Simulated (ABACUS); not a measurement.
# Ni (Im-3m) in ABACUS: a series of runs

Runs on Ni. Level: PBE. Tasks: single point.

All numbers are computed with ABACUS 3.10.1; they aren't measurements. Logs are shortened: lines on timing, memory, paths and dates and some standing lists are left out, and cuts for length are marked.

### Step 1. The crystal as given

The structure is cubic, space group Im-3m (No. 229). The conventional cell has a = 2.767 Å, b = 2.767 Å, c = 2.767 Å, α = 90.00°, β = 90.00°, γ = 90.00°. Ni (site symmetry m-3m) is surrounded by 8 Ni at 2.40 Å.

This isn't the form of Ni at room conditions, which is fcc.

### Step 2. Single point, PBE, collinear spin, ferromagnetic start

INPUT reads:

```
INPUT_PARAMETERS
suffix              Ni
calculation         scf
basis_type          lcao
pseudo_dir          ./
orbital_dir         ./
symmetry            1
dft_functional      pbe
ecutwfc             100
pseudo_rcut         10
nspin               2
nbands              14
ks_solver           genelpa
smearing_method     fd
smearing_sigma      0.00367493
scf_thr             1e-07
scf_nmax            100
mixing_type         broyden
mixing_beta         0.4
cal_force           1
cal_stress          1
out_mul             1
```

STRU reads:

```
ATOMIC_SPECIES
Ni 58.6934 Ni.upf

NUMERICAL_ORBITAL
Ni_confined-atom_7au_3s2p2d1f.orb

LATTICE_CONSTANT
1.8897261246

LATTICE_VECTORS
-1.3837154700 1.3837154700 1.3837154700
1.3837154700 -1.3837154700 1.3837154700
1.3837154700 1.3837154700 -1.3837154700

ATOMIC_POSITIONS
Direct

Ni
0.0
1
0.0000000000 0.0000000000 0.0000000000 1 1 1 mag 1
```

KPT reads:

```
K_POINTS
0
Gamma
13 13 13 0 0 0
```

Potentials or basis: PseudoDojo NC SR 0.4.1 PBE standard, DZP LCAO (the cutoffs set its grid).

Started as:

```bash
$ OMP_NUM_THREADS=1 mpirun -np 4 abacus > log
```

running log:

```text
ABACUS v3.10.1

               Atomic-orbital Based Ab-initio Computation at UStc

 ------------------------------------------------------------------------------------

 READING GENERAL INFORMATION
                           global_out_dir = OUT.Ni/
                           global_in_card = INPUT
                               pseudo_dir = ./
                              orbital_dir = ./
                                    DSIZE = 4
                                    GSIZE = 1

 READING UNITCELL INFORMATION
                                    ntype = 1
                  lattice constant (Bohr) = 1.88973
              lattice constant (Angstrom) = 1

 READING ATOM TYPE 1
                               atom label = Ni
                      L=0, number of zeta = 3
                      L=1, number of zeta = 2
                      L=2, number of zeta = 2
                      L=3, number of zeta = 1
             number of atom for this type = 1
               magnetization of element 1 = 1

                        TOTAL ATOM NUMBER = 1
DIRECT COORDINATES
    atom                   x                   y                   z     mag                  vx                  vy                  vz
taud_Ni1            0.0000000000        0.0000000000        0.0000000000  1.0000        0.0000000000        0.0000000000        0.0000000000

                          Volume (Bohr^3) = 71.515
                             Volume (A^3) = 10.5974

 Lattice vectors: (Cartesian coordinate: in unit of a_0)
             -1.38372            +1.38372            +1.38372
             +1.38372            -1.38372            +1.38372
             +1.38372            +1.38372            -1.38372
 Reciprocal vectors: (Cartesian coordinate: in unit of 2 pi/a_0)
                   +0           +0.361346           +0.361346
            +0.361346                  +0           +0.361346
            +0.361346           +0.361346                  +0
 The esolver type has been set to : ksdft_lcao

                PAO radial cut off (Bohr) = 10

 Read in pseudopotential file is Ni.upf
                     pseudopotential type = NC
          exchange-correlation functional = PBE
                 nonlocal core correction = 1
                        valence electrons = 18
                                     lmax = 2
                           number of zeta = 4
                     number of projectors = 6
                           L of projector = 0
                           L of projector = 0
                           L of projector = 1
                           L of projector = 1
                           L of projector = 2
                           L of projector = 2
     initial pseudo atomic orbital number = 10
 The readin total magnetization is 1

 SETUP THE ELECTRONS NUMBER
            electron number of element Ni = 18
      total electron number of element Ni = 18
            AUTOSET number of electrons:  = 18
                           occupied bands = 9
                                   NLOCAL = 26
                                   NBANDS = 14
                                   NBANDS = 14
                                   NLOCAL = 26

%%%%%%%%%%%%%%%%%%%%%%%%%%%%%%%%%%%%%%%%%%%%%%%%%%%%%%%%%%%%%%%%%%%%%%%%%%%%%%%%%%%%%%%%%%%%%%%%%%%%%%%%%%
 Warning: the number of valence electrons in pseudopotential > 10 for Ni: [Ar] 3d8 4s2
 Pseudopotentials with additional electrons can yield (more) accurate outcomes, but may be less efficient.
 If you're confident that your chosen pseudopotential is appropriate, you can safely ignore this warning.
%%%%%%%%%%%%%%%%%%%%%%%%%%%%%%%%%%%%%%%%%%%%%%%%%%%%%%%%%%%%%%%%%%%%%%%%%%%%%%%%%%%%%%%%%%%%%%%%%%%%%%%%%%

 SETUP THE PLANE WAVE BASIS
 energy cutoff for charge/potential (unit:Ry) = 400
            fft grid for charge/potential = [ 30, 30, 30 ]
                        fft grid division = [ 2, 2, 2 ]
        big fft grid for charge/potential = [ 15, 15, 15 ]
                                     nbxx = 900
                                     nrxx = 7200

 SETUP PLANE WAVES FOR CHARGE/POTENTIAL
                    number of plane waves = 9693
                         number of sticks = 619

 PARALLEL PW FOR CHARGE/POTENTIAL
     PROC   COLUMNS(POT)             PW
        1            155           2424
        2            155           2424
        3            155           2423
        4            154           2422
 --------------- sum -------------------
        4            619           9693
                            number of |g| = 126
                                  max |g| = 36.0376
[... 59 lines left out ...]
       1  0.00000000  0.00000000  0.00000000  0.0005       0
       2 -0.07692308  0.07692308  0.00000000  0.0055       1
       3 -0.15384615  0.15384615  0.00000000  0.0055       2
       4 -0.23076923  0.23076923  0.00000000  0.0055       3
       5 -0.30769231  0.30769231  0.00000000  0.0055       4
       6 -0.38461538  0.38461538  0.00000000  0.0055       5
[... 22 lines left out ...]
      29 -0.15384615 -0.23076923  0.46153846  0.0218     198
      30  0.46153846  0.30769231  0.15384615  0.0218     199
[... 54 further k points ...]

                               nkstot now = 84
[... K-POINTS DIRECT COORDINATES: 84 rows ...]

           k-point number in this process = 84
       minimum distributed K point number = 84
[... stars of the k points ...]
                             nks(nspin=2) = 168
                          nkstot(nspin=2) = 168

[... K-POINTS CARTESIAN COORDINATES: 168 rows ...]

[... K-POINTS DIRECT COORDINATES: 168 rows ...]

 SETUP PLANE WAVES FOR WAVE FUNCTIONS
     energy cutoff for wavefunc (unit:Ry) = 100
              fft grid for wave functions = [ 30, 30, 30 ]
                    number of plane waves = 2093
                         number of sticks = 219

 PARALLEL PW FOR WAVE FUNCTIONS
     PROC   COLUMNS(POT)             PW
        1             55            523
        2             55            523
        3             54            522
        4             55            525
 --------------- sum -------------------
        4            219           2093

 SET NONLOCAL PSEUDOPOTENTIAL PROJECTORS
 max number of nonlocal projetors among all species is 6

 -------------------------------------------
 SELF-CONSISTENT
 -------------------------------------------

 SETUP SEARCHING RADIUS FOR PROGRAM TO SEARCH ADJACENT ATOMS
                  longest orb rcut (Bohr) = 7
   longest nonlocal projector rcut (Bohr) = 1.7
                     search radius (Bohr) = 17.4
              searching radius is (Bohr)) = 17.4
         searching radius unit is (Bohr)) = 1.89
                         PeriodicBoundary = 1
                        Radius(unit:lat0) = 9.21
                                   glayer = [ 6, 6, 6 ]
                             glayer_minus = [ 5, 5, 5 ]

Find the coordinate range of the input atom(unit:lat0).
                                  min_tau = [ -20.8, -20.8, -20.8 ]
                                  max_tau = [ 20.8, 20.8, 20.8 ]
                                BoxNumber = [ 11, 11, 11 ]

 SETUP EXTENDED REAL SPACE GRID FOR GRID INTEGRATION
                          real space grid = [ 30, 30, 30 ]
                 big cell numbers in grid = [ 15, 15, 15 ]
             meshcell numbers in big cell = [ 2, 2, 2 ]
                        extended fft grid = [ 29, 29, 29 ]
                dimension of extened grid = [ 74, 74, 74 ]
                            UnitCellTotal = 125
              Atom number in sub-FFT-grid = 1
    Local orbitals number in sub-FFT-grid = 26
                                ParaV.nnr = 51883
                                 init_chg = atomic

 LCAO ALGORITHM --------------- ION=   1  ELEC=   1--------------------------------
          total magnetism (Bohr mag/cell) = 0.653658
       absolute magnetism (Bohr mag/cell) = 0.681999
                        nelec for spin up = 9.32683
                      nelec for spin down = 8.67317
[... 181 lines left out ...]
 Density error is 2.46688947136e-08
----------------------------------------------------------
     Energy           Rydberg                 eV
----------------------------------------------------------
 E_KohnSham     -335.5698739799      -4565.6623632682
 E_KS(sigma->0) -335.5693342848      -4565.6550203406
 E_Harris       -335.5698730565      -4565.6623507045
 E_band         -19.5331123115       -265.7616271110
 E_one_elec     -159.3388541085      -2167.9163286665
 E_Hartree      92.1174358740        1253.3220130357
 E_xc           -42.8823073846       -583.4437238186
 E_Ewald        -225.4650689706      -3067.6096379635
 E_entropy(-TS) -0.0010793901        -0.0146858553
 E_descf        0.0000000000         0.0000000000
 E_exx          0.0000000000         0.0000000000
 E_Fermi        1.4020904564         19.0764193188
----------------------------------------------------------

 charge density convergence is achieved
 final etot is -4565.6623633 eV
 EFERMI = 19.076419319 eV

 STATE ENERGY(eV) AND OCCUPATIONS    NSPIN == 2
SPIN UP :
 1/84 kpoint (Cartesian) = 0.0000 0.0000 0.0000 (306 pws)
       1       -84.3805    0.000455166
       2       -44.6452    0.000455166
       3       -44.6452    0.000455166
       4       -44.6452    0.000455166
       5        9.93187    0.000455166
       6        16.6496    0.000455166
       7        16.6496    0.000455166
       8        16.6496    0.000455166
       9        18.1382    0.000455166
      10        18.1382    0.000455166
      11        46.9229        0.00000
      12        46.9229        0.00000
      13        46.9229        0.00000
      14        52.3967        0.00000
[... 66 lines left out ...]
       1       -84.3442     0.00546199
       2       -44.8610     0.00546199
       3       -44.7202     0.00546199
       4       -44.6441     0.00546199
       5        14.0222     0.00546199
       6        15.8070     0.00546199
       7        17.6113     0.00546199
       8        18.0295     0.00546199
       9        18.2596     0.00546199
      10        18.6423     0.00546107
      11        28.5987    1.06615e-85
      12        39.3027        0.00000
      13        40.3945        0.00000
      14        43.7734        0.00000

[... levels at 162 further k points ...]

-------------------------------------------------
 Total Magnetism (uB)
-------------------------------------------------
                        Ni1         0.6030205928
-------------------------------------------------

 correction force for each atom along direction 1 is 7.83531e-14
 correction force for each atom along direction 2 is 2.47128e-13
 correction force for each atom along direction 3 is 9.17072e-15
------------------------------------------------------------------------------------------
 TOTAL-FORCE (eV/Angstrom)
------------------------------------------------------------------------------------------
                       Ni1         0.0000000000         0.0000000000         0.0000000000
------------------------------------------------------------------------------------------

----------------------------------------------------------------
 TOTAL-STRESS (KBAR)
----------------------------------------------------------------
        85.4972807739        -0.0000000000        -0.0000000000
        -0.0000000000        85.4972807739         0.0000000000
        -0.0000000000         0.0000000000        85.4972807739
----------------------------------------------------------------
 TOTAL-PRESSURE: 85.497281 KBAR

 --------------------------------------------
 !FINAL_ETOT_IS -4565.6623632682376410 eV
 --------------------------------------------
```

It took 16 s on 4 MPI ranks of AMD EPYC 7B13 (Zen 3), shared host; peak memory 0.4 GiB.

Results:

```
Free energy            : -4565.6624 eV
Pressure               : 8.5 GPa
Band gap on the k mesh : none (metal or under the smearing width)
Net moment             : 0.60 μB per cell
Absolute moment        : 0.67 μB per cell
Site moments           : Ni +0.60 μB
```

Caveat: the atomic orbitals were generated for these runs and aren't a published set; the basis of atomic orbitals isn't converged, which shifts pressures, moduli and gaps.

### Step 3. Single point, PBE, collinear spin, ferromagnetic start (cell strained at random at fixed volume)

INPUT is that of step 2.

STRU reads:

```
ATOMIC_SPECIES
Ni 58.6934 Ni.upf

NUMERICAL_ORBITAL
Ni_confined-atom_7au_3s2p2d1f.orb

LATTICE_CONSTANT
1.8897261246

LATTICE_VECTORS
-1.3885280000 1.3631270000 1.4317670000
1.3310840000 -1.3624370000 1.3736330000
1.4153010000 1.3892100000 -1.4310770000

ATOMIC_POSITIONS
Direct

Ni
0.0
1
-0.0207550000 -0.0231330000 -0.0194850000 1 1 1 mag 1
```

KPT is that of step 2.

Potentials or basis: PseudoDojo NC SR 0.4.1 PBE standard, DZP LCAO (the cutoffs set its grid).

Started as:

```bash
$ OMP_NUM_THREADS=1 mpirun -np 4 abacus > log
```

Run time: 49 s. Hardware: 4 MPI ranks of AMD EPYC 7B13 (Zen 3), shared host; peak memory 0.64 GiB.

Results (log left out):

```yaml
Free_energy: -4565.6514 eV
Pressure: 9.0 GPa
Band_gap_on_the_k_mesh: none (metal or under the smearing width)
Net_moment: 0.60 μB per cell
Absolute_moment: 0.66 μB per cell
Site_moments: Ni +0.60 μB
```

Stress tensor (GPa, compression positive):
```
 7.99 -3.17  7.24
-3.17  8.75 -0.45
 7.24 -0.45 10.18
```

Caveat: the atomic orbitals were generated for these runs and aren't a published set; the basis of atomic orbitals isn't converged, which shifts pressures, moduli and gaps.

### Step 4. Single point, PBE, collinear spin, ferromagnetic start

INPUT, as its differences from that of step 3:

```diff
@@ -11,3 +11,3 @@
 nspin               2
-nbands              14
+nbands              10
 ks_solver           genelpa
```

STRU reads:

```
ATOMIC_SPECIES
Ni 58.6934 Ni.upf

NUMERICAL_ORBITAL
Ni_confined-atom_7au_2s1p1d.orb

LATTICE_CONSTANT
1.8897261246

LATTICE_VECTORS
-1.3837154700 1.3837154700 1.3837154700
1.3837154700 -1.3837154700 1.3837154700
1.3837154700 1.3837154700 -1.3837154700

ATOMIC_POSITIONS
Direct

Ni
0.0
1
0.0000000000 0.0000000000 0.0000000000 1 1 1 mag 1
```

KPT is that of step 3.

Potentials or basis: PseudoDojo NC SR 0.4.1 PBE standard, SZ LCAO (the cutoffs set its grid).

Started as:

```bash
$ OMP_NUM_THREADS=1 mpirun -np 4 abacus > log
```

It took 8.7 s on 4 MPI ranks of AMD EPYC 7B13 (Zen 3), shared host; peak memory 0.44 GiB.

These settings aren't checked as converged: the numbers below hold their error.

Results:

```yaml
Free_energy: -4561.6253 eV
Pressure: 47.3 GPa
Band_gap_on_the_k_mesh: none (metal or under the smearing width)
Net_moment: 0.61 μB per cell
Absolute_moment: 0.61 μB per cell
Site_moments: Ni +0.61 μB
```

Caveat: the atomic orbitals were generated for these runs and aren't a published set; a pressure of tens of GPa on the cell as given is suspect, and the run, the potentials or the cell itself is likely at fault; the basis of atomic orbitals isn't converged, which shifts pressures, moduli and gaps.
